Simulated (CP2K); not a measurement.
Runs of CP2K 2026.2 on TaN. The structure is cubic, space group Fm-3m (No. 225). The conventional cell has a = 4.423 Å, b = 4.423 Å, c = 4.423 Å, α = 90.00°, β = 90.00°, γ = 90.00°. Ta (site symmetry m-3m) has 6 N at 2.21 Å as nearest neighbours. N (site symmetry m-3m) has 6 Ta at 2.21 Å as nearest neighbours. The cell comes from a database or a generator and needn't be the stable form of this composition.

```tsv
level	cutoff of the non-local correlation (Ry)	gap on the mesh (eV)	pressure (GPa)
LDA	-	none	-16.6
AM05	-	none	(b)
BEEF-vdW	300	none	-5.4
SCAN	-	none	-9.5
BLYP	-	none	5.8
PBEsol	-	none	(a)
```

Alike in all rows: task single point; potentials or basis POTENTIAL_UZH Ta GTH-PBE-q13, N GTH-PBE-q5; TZVP-MOLOPT-PBE-GTH basis; no spin polarisation; cell as given; k mesh 10 × 10 × 10; smearing fermi-dirac 0.05 eV.

Task: Fill in the values left out.

Result: (a) -13.2; (b) -14.5.

Caveats: the potentials were made for another functional, which shifts forces and pressure; the basis of atomic orbitals isn't converged, which shifts pressures, moduli and gaps.

A k mesh can miss the band edges, and the runs leave out spin-orbit coupling on Ta.

A gap of «none» marks a metal or a gap under the smearing width.

Runs at the PBE level aren't shown here.
